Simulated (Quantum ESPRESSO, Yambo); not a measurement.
# A GW chain in Yambo: AlAs (F-43m), part 3 of 3

Aim: the G0W0 gap of AlAs (F-43m) on PBE, step by step.

Quantum ESPRESSO 7.5 and Yambo 5.3.0; PBE and many-body steps on it, plane waves. Known limits of the many-body steps: not at the basis limit; no spin-orbit coupling; coarse k mesh.

So far. Step 3 (Bands along the symmetry lines): The gap is 1.438 eV, as in the run before at this level. Step 4 (Empty states on the mesh, 4×4×4 mesh, 548 bands): On this mesh the gap is 1.438 eV.

## Step 6: Screening and self-energy, 4×4×4 mesh, 231 bands, screening to 231.3 eV

G0W0 replaces the xc potential by the self-energy, built once from these orbitals. Only a window of levels is corrected, while the sums run over the empty bands that the input names.

This step: G0W0 on PBE, plane waves, norm-conserving pseudopotentials.

gw2.in

```
HF_and_locXC
gw0
dyson
ppa
em1d
rim_cut
RandQpts= 1000000
RandGvec= 1 RL
EXXRLvcs= 100 Ry
VXCRLvcs= 400 Ry
Chimod= "HARTREE"
% BndsRnXp
 1 | 231 |
%
NGsBlkXp= 17 Ry
% LongDrXp
 1 | 1 | 1 |
%
% GbndRnge
 1 | 231 |
%
DysSolver= "n"
ExtendOut
PPAPntXp= 27.21138 eV
% QPkrange
 1 | 1 | 12 | 15 |
 7 | 7 | 12 | 15 |
%
```

Run with:

```console
$ OMP_NUM_THREADS=1 mpirun -n 8 yambo -F gw2.in -J gw2 -C gw2 > gw2.log
```

Log:

```text
 Yambo, version 5.3.0

 [02] CORE Variables Setup
 =========================

  [... cell, symmetries and grids as in the set-up ...]

  [02.05] Energies & Occupations
  ==============================

  [X] === General ===
  [X] Electronic Temperature                        :  0.000000  0.000000 [eV K]
  [X] Bosonic    Temperature                        :  0.000000  0.000000 [eV K]
  [X] Finite Temperature mode                       : no
  [X] El. density                                   :  0.57332E+24 [cm-3]
  [X] Fermi Level                                   :  6.999082 [eV]

  [X] === Gaps and Widths ===
  [X] Conduction Band Min                           :  1.438227 [eV]
  [X] Valence Band Max                              :  0.000000 [eV]
  [X] Filled Bands                                  :  13
  [X] Empty Bands                                   :    14   548
  [X] Direct Gap                                    :  2.050208 [eV]
  [X] Direct Gap localized at k                     :  1
  [X] Indirect Gap                                  :  1.438227 [eV]
  [X] Indirect Gap between kpts                     :   1   7
  [X] Last valence band width                       :  2.822586 [eV]
  [X] 1st conduction band width                     :  2.893526 [eV]

 [03] Transferred momenta grid and indexing
 ==========================================

 IBZ Q-points                                      :   8
 BZ  Q-points                                      :   64

 K/Q-points units:
 rlu = crystal or reduced units; cc = cartesian coordinates; iku = interal k-units

 Q [1]          [rlu]:  0.000000  0.000000  0.000000
 Q [2]          [rlu]:  0.81056E-17  0.81056E-17  0.25000
 Q [3]          [rlu]: -0.16211E-16 -0.16211E-16 -0.50000
 Q [4]          [rlu]: -0.97223E-17  0.25000      0.25000
 Q [5]          [rlu]:  0.15221E-16  0.25000      0.50000
 Q [6]          [rlu]: -0.71722E-16  0.25000     -0.25000
 Q [7]          [rlu]:  0.19445E-16 -0.50000     -0.50000
 Q [8]          [rlu]:  0.250000 -0.500000 -0.250000

 [04] Coloumb potential Random Integration (RIM)
 ===============================================

  [04.01] RIM initialization
  ==========================

  * Diagonal components only detected *

  8 x (sBL volume)        :  0.101316 [a.u.]
  sBZ random points       :  1000000
  Points outside the sBZ  :   7968281
  RL volume               :  0.810531 [a.u.]
  Integrated volume       :  0.813757 [a.u.]

  [04.02] RIM integrals
  =====================

  Gamma point sphere radius             :  0.084562 [a.u.]
  Points outside the sphere             :   800476
  [Int_sBZ(q=0) 1/q^2]*(Vol_sBZ)^(-1/3) =:  7.776341
                                 should be <:  7.795600

  Summary of Coulomb integrals for non-metallic bands |Q|[au] RIM/Bare

  Q [1] 0.100000E-4 0.997530 * Q [2] 0.254334 1.068862
  Q [4] 0.293679 1.067204 * Q [6] 0.415325 1.029264
  Q [5] 0.487012 1.022872 * Q [3] 0.508667 1.020326
  Q [7] 0.587358 1.017560 * Q [8] 0.656687 1.014592

 [WARNING] [Xp] User bands 1-231 break level degeneracy

 [05] Dipoles
 ============

  [05.01] Setup: observables and procedures
  =========================================

 [06] Dynamic Dielectric Matrix (PPA)
 ====================================

 [SLK-Inversion]  Pools        :  2
 [SLK-Inversion]  BLACS grid   :  2  2

 [WR./gw2//ndb.pp]---------------------------------------------------------------
  Brillouin Zone Q/K grids (IBZ/BZ)                :    8   64    8   64
  RL vectors                                       :   6183 [WF]
  Coulomb cutoff potential                         : none
  Electronic Temperature                           :  0.000000 [K]
  Bosonic    Temperature                           :  0.000000 [K]
  PPA    diel. fun.  energies                      : Perdew, Burke & Ernzerhof(X)+Perdew, Burke & Ernzerhof(C)
  wavefunctions                                    : Perdew, Burke & Ernzerhof(X)+Perdew, Burke & Ernzerhof(C)
  Global Gauge                                     : length
  X matrix size                                    :   387
  X band range                                     :    1  231
  X e/h energy range                               : -1.000000 -1.000000 [eV]
  X Time ordering                                  : R
  X Hxc Kernel                                     : HARTREE
  X Drude frequency                                :  0.000000  0.000000
  X poles                                          :  100.0000 [o/o]
  RL vectors in the sum                            :   6183
  [r,Vnl] included                                 : yes
  Field direction                                  :  0.577350E-5  0.577350E-5  0.577350E-5
  BZ energy Double Grid                            : no
  BZ energy DbGd points                            : 0
  BZ Q point size factor                           : -1.000000
  X Optical Averaged directions                    : none

 [07] Local Exchange-Correlation + Non-Local Fock
 ================================================

 [VXC] Plane waves :   41151
 [EXS] Plane waves :   5161

 QP @ state[ 1 ] K range:  1  1
 QP @ state[ 1 ] b range:  12  15
 QP @ state[ 2 ] K range:   7   7
 QP @ state[ 2 ] b range:  12  15

 [xc] Functional : Perdew, Burke & Ernzerhof(X)+Perdew, Burke & Ernzerhof(C)
 [xc] LIBXC used to calculate xc functional
  PP Number of Atomic Species                      :  2
  NLCC RL compoments                               :   41151
  PP Number of Atomic Species                      :  2
  NLCC RL compoments                               :   41151

 [xc] E_xc :  -24.76065 [Ha]
      E_xc :  -49.52129 [Ry]

  Local XC kind (lXC) : Perdew, Burke & Ernzerhof(X)+Perdew, Burke & Ernzerhof(C)
  Non-Local XC kind (nlXC) : Hartree-Fock

  Corrections @ K [1] :  [eV]
 <12|nlXC|12> = -14.93173  0.10953E-16 <12|lXC|12> = -13.05898 -0.23602E-16
 <13|nlXC|13> = -14.93154  0.15509E-16 <13|lXC|13> = -13.05898  0.000000
 <14|nlXC|14> = -7.748134  0.15376E-17 <14|lXC|14> = -11.86046 -0.18882E-15
 <15|nlXC|15> = -5.132719 -0.23305E-17 <15|lXC|15> = -9.566490  0.23602E-16

  Corrections @ K [7] :  [eV]
 <12|nlXC|12> = -14.37572  0.18527E-16 <12|lXC|12> = -11.61168  0.47204E-16
 <13|nlXC|13> = -14.37584  0.14087E-16 <13|lXC|13> = -11.61168 -0.11801E-15
 <14|nlXC|14> = -4.804412 -0.44542E-17 <14|lXC|14> = -8.425286  0.000000
 <15|nlXC|15> = -5.313114 -0.30158E-17 <15|lXC|15> = -9.143182 -0.47204E-16

 [08] Dyson equation: Newton solver
 ==================================

  [08.01] G0W0 (W PPA)
  ====================

  [  GW  ] Bands range     :    1  231
  [GW/PPA] G damping       :  0.100000 [eV]

  QP @ state[ 1 ] K range:  1  1
  QP @ state[ 1 ] b range:  12  15
  QP @ state[ 2 ] K range:   7   7
  QP @ state[ 2 ] b range:  12  15

   Sc/G bands                                       :    1  231
   Sc/G damping                                     :  0.100000 ev
   Sc bands terminator                              : no
   Sx RL components                                 :   5161

   QP @ state[ 1 ] K range                          :  1  1
   QP @ state[ 1 ] b range                          :  12  15
   QP @ state[ 2 ] K range                          :   7   7
   QP @ state[ 2 ] b range                          :  12  15
   GF energies kind                                 : Perdew, Burke & Ernzerhof(X)+Perdew, Burke & Ernzerhof(C)
   GF WF`s kind                                     : Perdew, Burke & Ernzerhof(X)+Perdew, Burke & Ernzerhof(C)
   Xs energies kind                                 : Perdew, Burke & Ernzerhof(X)+Perdew, Burke & Ernzerhof(C)
   Xs WF`s kind                                     : Perdew, Burke & Ernzerhof(X)+Perdew, Burke & Ernzerhof(C)

 [11] Game Over & Game summary
```

Elapsed: 6.2 min, on 8 MPI ranks of Arm Neoverse V1, shared host; peak memory 4 GiB.

This step gave:

| Property | Result |
| --- | --- |
| G0W0 gap on the points computed | 2.048 eV |
| starting gap on the mesh | 1.438 eV |
| k of the valence top | 0, 0, 0 |
| k of the conduction bottom | 0, -0.5, -0.5 |
| least direct G0W0 gap on the computed points | 2.845 eV |
| Z at the valence top | 0.7873 |
| Z at the conduction bottom | 0.8044 |

The gap on the mesh goes from 1.44 eV to 2.05 eV, a correction of +0.61 eV.

Limits: finite bands, cutoff and mesh; no spin-orbit coupling; coarse k mesh. v1 is the top filled band, c1 the lowest empty one. The levels before and after the correction (eV, zero at the valence-band top of each column):

|  | conduction bottom | valence top |
| --- | --- | --- |
| Kohn-Sham | 1.44 | 0.00 |
| G0W0 | 2.05 | 0.00 |

|  | level | energy (eV) |
| --- | --- | --- |
| Kohn-Sham | Γ v2-v1 | 0.000 |
| Kohn-Sham | Γ c1 | 2.050 |
| Kohn-Sham | Γ c2 | 4.292 |
| Kohn-Sham | (0 -0.5 -0.5) v2-v1 | -2.173 |
| Kohn-Sham | (0 -0.5 -0.5) c1 | 1.438 |
| Kohn-Sham | (0 -0.5 -0.5) c2 | 2.301 |
| G0W0 | Γ v2-v1 | 0.000 |
| G0W0 | Γ c1 | 2.845 |
| G0W0 | Γ c2 | 5.045 |
| G0W0 | (0 -0.5 -0.5) v2-v1 | -2.337 |
| G0W0 | (0 -0.5 -0.5) c1 | 2.047 |
| G0W0 | (0 -0.5 -0.5) c2 | 3.026 |

## Step 7: Where the time went

Times are wall times on the hardware named with each run, good to a factor of about two.

| step | time | share | memory (GiB) |
| --- | --- | --- | --- |
| ground state | 9.3 s | 2 % | 0.56 |
| bands along the symmetry lines | 5.8 s | 1 % | 0.5 |
| empty states on the mesh | 1.9 min | 22 % | 1.7 |
| conversion and set-up | 4.2 s | 1 % | 0.25 |
| screening and self-energy | 6.2 min | 74 % | 4.0 |

## Step 8: Outcome

```json
{
  "PBE gap": "1.44 eV, indirect",
  "G0W0 gap on the mesh": "2.05 eV",
  "GW settings": "4×4×4 mesh, 231 bands, screening to 231.3 eV, Godby-Needs plasmon pole",
  "known limits": "not at the basis limit; no spin-orbit coupling; coarse k mesh"
}
```

G0W0 moves the gap on the mesh from 1.44 eV to 2.05 eV (+0.61 eV), with Z of 0.79 and 0.80 at the edges. Only 2 of the mesh's irreducible points were corrected, so a valley elsewhere could overtake. The dearest step here is «screening and self-energy». Against experiment, by G0W0@PBE: the direct gap of 2.84 eV lies −0.17 eV from the measured 3.018 eV (direct, 300 K, quoted 2023). An exciton line or allowed optical edge lies below the quasiparticle gap by the binding energy; a forbidden edge can push the onset above it. The calculation has static nuclei and no excitons; a measured gap holds zero-point and thermal motion, which mostly lowers it. Bands and cutoff are finite, so the gap is not at the basis limit. The miss can reach some tenths of an eV and take either sign; the mesh is an error of its own. In the G0W0 run levels were corrected at 2 k points alone, so a gap called «on the mesh» is the least over those, and an edge elsewhere would be missed. The 4×4×4 mesh is coarse for this cell, which bears on the long-range parts of exchange and screening. The many-body steps are scalar-relativistic: spin-orbit coupling is not in them.

[Paths, hosts, dates, memory and timing lines, banners, echoed tables and standing remarks are left out of the program output.]

[Logs are printed without paths, hosts, clocks, repeated set-up lines and the standing remarks that a program may print on its own settings, such as how far it seeks lower states.]

[Runs of the session that timed out or met a known fault of the program may be left out.]

[Hosts, paths, dates, database ids (printed as entryN), source tags and the programs' standing remarks are cut or masked in the printed files.]
